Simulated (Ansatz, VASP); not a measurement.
**Two plane-wave programs on Si**

```
CELL_PARAMETERS angstrom
0.00000 2.62490 2.92782
2.62490 0.00000 2.92782
2.62490 2.62490 0.00000
ATOMIC_POSITIONS crystal
Si 0.50000 0.50000 0.50000
Si 0.75000 0.75000 0.75000
```

Alike in both runs: task single point; functional LDA; k mesh 12 × 12 × 12; occupations gaussian, width 0.05 eV; no spin polarisation.

|  | VASP | Ansatz |
| --- | --- | --- |
| version | VASP 6.6.1 | Ansatz 0.2.0 |
| potentials or method | VASP PAW LDA potentials, release 64 (Si) | scalar-relativistic, plane waves, PAW |
| plane-wave cutoff (eV) | 520 | 420 |
| valence electrons in the cell | 8 | 8 |

```tsv
	VASP	Ansatz	Ansatz less VASP
gap on the k mesh at the Fermi level (eV)	none	none	-
pressure (GPa)	-2.4	-2.5	-0.05
largest component of the traceless stress (GPa)	8.19	8.19	-0.001
```

A gap of «none» marks a metal or a gap that the smearing closes. Ansatz warned: «pseudo_functional_mismatch».
